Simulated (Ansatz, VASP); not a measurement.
## One calculation of Ag, two programs

```
Ag
1.0
     0.00000    2.11426    2.11426
     2.11426    0.00000    2.11426
     2.11426    2.11426    0.00000
Ag
1
Direct
  0.00000 0.00000 0.00000
```

Alike in both runs: task single point; functional PBE; k mesh 18 × 18 × 18; occupations gaussian, width 0.1 eV; no spin polarisation.

|  | VASP | Ansatz |
| --- | --- | --- |
| version | VASP 6.6.1 | Ansatz 0.2.0 |
| potentials or method | VASP PAW PBE potentials, release 64 (Ag) | scalar-relativistic, plane waves, PAW |
| plane-wave cutoff (eV) | 520 | 420 |
| valence electrons in the cell | 11 | 19 |

Ansatz gave:

- gap on the k mesh at the Fermi level (eV): none
- pressure (GPa): -4.5

Q: What did VASP give for the same quantities?

A: gap on the k mesh at the Fermi level (eV): none; pressure (GPa): -4.6.

A gap of «none» marks a metal or a gap that the smearing closes. With one functional, cell and mesh, what is left measures potentials, basis and numerics. The two sets of potentials don't hold the same shells in valence.
